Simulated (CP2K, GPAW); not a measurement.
**B: 6 runs at one level of theory**

```
CELL_PARAMETERS angstrom
2.34611 0.00000 0.00000
0.00000 2.34611 0.00000
0.00000 0.00000 1.58579
ATOMIC_POSITIONS crystal
B 0.50000 0.50000 0.50000
```

This isn't the form of B at room conditions, which is rhombohedral.

Alike in all runs: task single point; functional PBE; k mesh 11 × 11 × 16; occupations fermi-dirac, width 0.05 eV; no spin polarisation; no spin-orbit coupling. Pressure is positive in compression and, in plane waves, holds the error of the finite cutoff.

| program and potentials | plane-wave cutoff (eV) | notes | pressure (GPa) |
| --- | --- | --- | --- |
| CP2K, POTENTIAL_UZH B GTH-SCAN-q3; DZVP-MOLOPT-SR-GTH basis | - | atomic basis | -2.03 |
| CP2K, GTH_POTENTIALS B GTH-BLYP-q3; DZVP-MOLOPT-SR-GTH basis | - | atomic basis | -1.03 |
| GPAW, GPAW PAW data sets (gpaw-data 1.2.1) | 800 | - | -0.65 |
| CP2K, GTH_POTENTIALS B GTH-PADE-q3; DZVP-MOLOPT-SR-GTH basis | - | atomic basis; potentials made for LDA | -5.97 |
| CP2K, GTH_POTENTIALS B GTH-PBE-q3; DZVP-MOLOPT-SR-GTH basis | - | atomic basis | -0.55 |
| CP2K, POTENTIAL_UZH B GTH-PBE0-q3; DZVP-MOLOPT-SR-GTH basis | - | atomic basis | -0.45 |

The pressure spans -5.97 (CP2K, GTH_POTENTIALS B GTH-PADE-q3; DZVP-MOLOPT-SR-GTH basis) to -0.45 GPa (CP2K, POTENTIAL_UZH B GTH-PBE0-q3; DZVP-MOLOPT-SR-GTH basis). Some sets were made for another functional than the one run, which can shift their rows. The pressure on the cell as given of CP2K, GTH_POTENTIALS B GTH-PADE-q3; DZVP-MOLOPT-SR-GTH basis lies far from the others; the cause wasn't traced. Rows in atomic bases carry the error of their basis and grid, which can be large.

The functional is the same throughout but for its coding, so the spread measures potentials, basis and numerics; runs on potential files found faulty are left out.
